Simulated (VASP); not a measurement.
# MgO (Fm-3m) in VASP: Born charges and dielectric tensor with LDA

Aim: the Born charges and dielectric tensor of MgO with LDA.

Everything below comes from runs of VASP 6.6.1. Logs are shortened: lines on timing, memory, paths and dates and some standing lists are left out, and cuts for length are marked.

**Experimental background.**

From “Electronic structure of alkaline earth and post-transition metal oxides”, 2009, arxiv:0908.1581, for a bulk crystal of MgO: band gap 7.83 eV.

“Infrared Optical Properties of Ferropericlase (Mg1-xFexO): Experiment and Theory”, 2007, arxiv:0704.2267 reports, for a bulk crystal of MgO at 295 K: high-frequency dielectric constant 2.95 ± 0.1.

How close the calculation comes is told below.

## Step 1: Starting point

The structure is cubic, space group Fm-3m (No. 225). Conventional cell: a = 4.249 Å, b = 4.249 Å, c = 4.249 Å, α = 90.00°, β = 90.00°, γ = 90.00°. Mg (site symmetry m-3m) has 6 O at 2.12 Å as nearest neighbours. O (site symmetry m-3m) has 6 Mg at 2.12 Å as nearest neighbours.

## Step 2: Born charges and dielectric tensor, LDA

INCAR reads:

```
PREC     = Accurate       # precision mode
ENCUT    = 600            # plane-wave cutoff, eV
EDIFF    = 1E-8           # SCF threshold, eV
ISMEAR   = 0              # smearing method
SIGMA    = 0.02           # smearing width, eV
LREAL    = F              # projectors in reciprocal space
LASPH    = T              # aspherical terms in the spheres
NELM     = 60             # most SCF steps
ALGO     = Normal         # electronic algorithm
ISIF     = 2              # what is computed and relaxed
LWAVE    = F              # write WAVECAR
LCHARG   = F              # write CHGCAR
GGA      = CA             # functional
LEPSILON = T              # dielectric tensor by DFPT
IBRION   = 8              # ionic algorithm
NSW      = 1              # ionic steps
```

KPOINTS reads:

```
Automatic mesh
0
Gamma
  10 10 10
```

POSCAR reads:

```
MgO
1.0
    0.0000000000      2.1245000000      2.1245000000
    2.1245000000      0.0000000000      2.1245000000
    2.1245000000      2.1245000000      0.0000000000
Mg O
1 1
Direct
    0.0000000000      0.0000000000      0.0000000000
    0.5000000000      0.5000000000      0.5000000000
```

Potentials or basis: VASP PAW LDA potentials, release 64 (Mg, O).

Launch:

```sh
> cat potpaw_LDA.64/Mg/POTCAR potpaw_LDA.64/O/POTCAR > POTCAR
> mpirun -np 1 vasp_std > vasp.out
```

OUTCAR:

```text
PREC = Accurate
   ENCUT = 600
   EDIFF = 1E-8
   ISMEAR = 0
   LREAL = F
   LASPH = T
   NELM = 60
   ISIF = 2
   GGA = CA
   LEPSILON = T
   IBRION = 8
   NSW = 1

 ion  position               nearest neighbor table
   1  0.000  0.000  0.000-   2 2.12   2 2.12   2 2.12   2 2.12   2 2.12   2 2.12
   2  0.500  0.500  0.500-   1 2.12   1 2.12   1 2.12   1 2.12   1 2.12   1 2.12

  LATTYP: Found a face centered cubic cell.
 ALAT       =     4.2490000000

  Lattice vectors:

 A1 = (   0.0000000000,   2.1245000000,   2.1245000000)
 A2 = (   2.1245000000,   0.0000000000,   2.1245000000)
 A3 = (   2.1245000000,   2.1245000000,   0.0000000000)

Analysis of symmetry for initial positions (statically):
=====================================================================
 Subroutine PRICEL returns:
 Original cell was already a primitive cell.

 Routine SETGRP: Setting up the symmetry group for a
 face centered cubic supercell.

 Subroutine GETGRP returns: Found 48 space group operations
 (whereof 48 operations were pure point group operations)
 out of a pool of 48 trial point group operations.

The static configuration has the point symmetry O_h .

Analysis of symmetry for dynamics (positions and initial velocities):
=====================================================================
 Subroutine PRICEL returns:
 Original cell was already a primitive cell.

 Routine SETGRP: Setting up the symmetry group for a
 face centered cubic supercell.

 Subroutine GETGRP returns: Found 48 space group operations
 (whereof 48 operations were pure point group operations)
 out of a pool of 48 trial point group operations.

The dynamic configuration has the point symmetry O_h .

 Subroutine INISYM returns: Found 48 space group operations
 (whereof 48 operations are pure point group operations),
 and found     1 'primitive' translations

----------------------------------------------------------------------------------------

                                     Primitive cell

  volume of cell :      19.1779

  direct lattice vectors                    reciprocal lattice vectors
     0.000000000  2.124500000  2.124500000    -0.235349494  0.235349494  0.235349494
     2.124500000  0.000000000  2.124500000     0.235349494 -0.235349494  0.235349494
     2.124500000  2.124500000  0.000000000     0.235349494  0.235349494 -0.235349494

  length of vectors
     3.004496713  3.004496713  3.004496713     0.407637281  0.407637281  0.407637281

  position of ions in fractional coordinates (direct lattice)
     0.000000000  0.000000000  0.000000000
     0.500000000  0.500000000  0.500000000

  ion indices of the primitive-cell ions
   primitive index   ion index
                 1           1
                 2           2

----------------------------------------------------------------------------------------

 KPOINTS: Automatic mesh

Automatic generation of k-mesh.
 Grid dimensions read from file:
 generate k-points for:   10   10   10

 Generating k-lattice:

  Cartesian coordinates                     Fractional coordinates (reciprocal lattice)
    -0.023534949  0.023534949  0.023534949     0.100000000  0.000000000  0.000000000
     0.023534949 -0.023534949  0.023534949     0.000000000  0.100000000  0.000000000
     0.023534949  0.023534949 -0.023534949     0.000000000  0.000000000  0.100000000

  Length of vectors
[... 412 lines left out ...]

  energy without entropy =       -0.12395664

------------------------ aborting loop because EDIFF is reached ----------------------------------------

--------------------------------------- Ionic step        2  -------------------------------------------

------------------------ aborting loop because EDIFF is reached ----------------------------------------

--------------------------------------- Ionic step        3  -------------------------------------------

------------------------ aborting loop because EDIFF is reached ----------------------------------------

 PIEZOELECTRIC TENSOR FIELD DIRECTION 3  (e Angst)
 -----------------------------------------------------------------------------
    -0.00016  0.00000 -0.00000           ( -0.00001  0.00000 -0.00000)
     0.00000 -0.00016 -0.00000           (  0.00000 -0.00001  0.00000)
    -0.00000  0.00000 -0.00018           ( -0.00000  0.00000 -0.00001)

 PIEZOELECTRIC TENSOR FIELD DIRECTION 3  (C/m^2)
 -----------------------------------------------------------------------------
    -0.00013  0.00000 -0.00000
     0.00000 -0.00013 -0.00000
    -0.00000  0.00000 -0.00015

--------------------------------------- Ionic step        4  -------------------------------------------

------------------------ aborting loop because EDIFF is reached ----------------------------------------

[... ionic steps 5 to 6 ...]

--------------------------------------- Ionic step        7  -------------------------------------------

 Free energy of the ion-electron system (eV)
  ---------------------------------------------------
  ---------------------------------------------------
  free energy    TOTEN  =        -0.35302193 eV

  energy without entropy =       -0.35302193

------------------------ aborting loop because EDIFF is reached ----------------------------------------

 INTERNAL STRAIN TENSOR  FOR ION    2  DIRECTION 1   (eV/Angst):
 -----------------------------------------------------------------------------
    -0.00460  0.00000  0.00000
    -0.00000  0.00709 -0.00000
     0.00000 -0.00000  0.00709

 MACROSCOPIC STATIC DIELECTRIC TENSOR (including local field effects in DFT)
 ------------------------------------------------------
           3.183473     0.000000     0.000000
          -0.000000     3.183473    -0.000000
           0.000000     0.000000     3.183473
 ------------------------------------------------------

 PIEZOELECTRIC TENSOR (including local field effects)  for field in x, y, z        (e  Angst)
          XX          YY          ZZ          XY          YZ          ZX
  --------------------------------------------------------------------------------
  x     0.00000     0.00000     0.00000     0.00000     0.00000     0.00000
  y     0.00000     0.00000     0.00000     0.00000     0.00000     0.00000
  z     0.00000     0.00000     0.00000     0.00000     0.00000     0.00000

 PIEZOELECTRIC TENSOR (including local field effects)  for field in x, y, z        (C/m^2)
          XX          YY          ZZ          XY          YZ          ZX
  --------------------------------------------------------------------------------
  x     0.00000     0.00000     0.00000     0.00000     0.00000     0.00000
  y     0.00000     0.00000     0.00000     0.00000     0.00000     0.00000
  z     0.00000     0.00000     0.00000     0.00000     0.00000     0.00000

 BORN EFFECTIVE CHARGES (including local field effects) (in |e|, cummulative output)
 ---------------------------------------------------------------------------------
 ion    1
    1     1.97958     0.00000     0.00000
    2     0.00000     1.97958     0.00000
    3    -0.00000     0.00000     1.97958
 ion    2
    1    -1.97958     0.00000    -0.00000
    2    -0.00000    -1.97958    -0.00000
    3     0.00000    -0.00000    -1.97958

 INTERNAL STRAIN TENSOR FOR ION    2 for displacements in x,y,z  (eV/Angst):
          X           Y           Z          XY          YZ          ZX
  --------------------------------------------------------------------------------
  x     0.00000     0.00000     0.00000     0.00000     0.00000     0.00000
  y     0.00000     0.00000     0.00000     0.00000     0.00000     0.00000
  z     0.00000     0.00000     0.00000     0.00000     0.00000     0.00000

 SECOND DERIVATIVES (NOT SYMMETRIZED)
 ------------------------------------
               1X          1Y          1Z          2X          2Y          2Z
  1X    -4.409890    0.000000    0.000000    4.409890    0.000000    0.000000
  1Y     0.000000   -4.409890    0.000000    0.000000    4.409890    0.000000
  1Z     0.000000    0.000000   -4.409890    0.000000    0.000000    4.409890
  2X     4.434652    0.000000    0.000000   -4.434652    0.000000    0.000000
  2Y     0.000000    4.434652    0.000000    0.000000   -4.434652    0.000000
  2Z     0.000000    0.000000    4.434652    0.000000    0.000000   -4.434652

 Eigenvectors and eigenvalues of the dynamical matrix
 ----------------------------------------------------

   1 f  =   10.586946 THz    66.519746 2PiTHz  353.142521 cm-1    43.784073 meV
             X         Y         Z           dx          dy          dz
      0.000000  0.000000  0.000000     0.000000    0.628994    0.000000
      2.124500  2.124500  2.124500     0.000000   -0.777410    0.000000
[... 21 lines left out ...]
   6 f/i=    0.014494 THz     0.091066 2PiTHz    0.483454 cm-1     0.059941 meV
             X         Y         Z           dx          dy          dz
      0.000000  0.000000  0.000000     0.000000    0.000000    0.777410
      2.124500  2.124500  2.124500     0.000000    0.000000    0.628994

--------------------------------------------------------------------------------------------------------

 MACROSCOPIC STATIC DIELECTRIC TENSOR IONIC CONTRIBUTION
 ------------------------------------------------------
           8.361138     0.000000     0.000000
           0.000000     8.361138     0.000000
           0.000000     0.000000     8.361138
 ------------------------------------------------------

 ELASTIC MODULI CONTR FROM IONIC RELAXATION (kBar)
 Direction    XX          YY          ZZ          XY          YZ          ZX
 --------------------------------------------------------------------------------
 XX           0.0000      0.0000      0.0000      0.0000      0.0000      0.0000
 YY           0.0000      0.0000      0.0000      0.0000      0.0000      0.0000
 ZZ           0.0000      0.0000      0.0000      0.0000      0.0000      0.0000
 XY           0.0000      0.0000      0.0000      0.0000      0.0000      0.0000
 YZ           0.0000      0.0000      0.0000      0.0000      0.0000      0.0000
 ZX           0.0000      0.0000      0.0000      0.0000      0.0000      0.0000
 --------------------------------------------------------------------------------

 PIEZOELECTRIC TENSOR IONIC CONTR  for field in x, y, z        (C/m^2)
          XX          YY          ZZ          XY          YZ          ZX
  --------------------------------------------------------------------------------
  x     0.00000     0.00000     0.00000     0.00000     0.00000     0.00000
  y     0.00000     0.00000     0.00000     0.00000     0.00000     0.00000
  z     0.00000     0.00000     0.00000     0.00000     0.00000     0.00000
```

It took 1.8 min on 1 thread of Intel Xeon Platinum 8259CL at 2.50GHz (Skylake/Cascade Lake), shared host; peak memory 0.18 GiB.

Results:

```
Band gap on the k mesh                                  : 4.41 eV, direct
Electronic dielectric tensor (diagonal)                 : 3.18
Born charges (mean of the diagonal)                     : Mg +1.98; O -1.98 e
Highest phonon frequency at Γ, LO-TO splitting left out : 353 cm⁻¹
```

Phonon frequencies in cm⁻¹ (negative: imaginary):
| q point | frequencies |
| --- | --- |
| (0.000, 0.000, 0.000) | 0 0 0 353 353 353 |

Electronic dielectric tensor:
```
3.18 0.00 0.00
0.00 3.18 0.00
0.00 0.00 3.18
```

Born effective charge tensors (e):
atom 1, Mg
```
1.98 0.00 0.00
0.00 1.98 0.00
0.00 0.00 1.98
```
atom 2, O
```
-1.98  0.00  0.00
 0.00 -1.98  0.00
 0.00  0.00 -1.98
```

## Step 3: Comparison with measurements

Step 2. A measured gap of MgO is 7.83 eV (quoted in “Electronic structure of alkaline earth and post-transition metal oxides”, 2009, arxiv:0908.1581); the calculated 4.41 eV misses it by -3.42 eV. The value is that of LDA, without temperature or zero-point motion. Semilocal functionals fall short of measured gaps as a rule. Against the measured high-frequency dielectric constant of MgO, 2.95 (295 K; “Infrared Optical Properties of Ferropericlase (Mg1-xFexO): Experiment and Theory”, 2007, arxiv:0704.2267), the calculated 3.18 is off by +7.9 %.
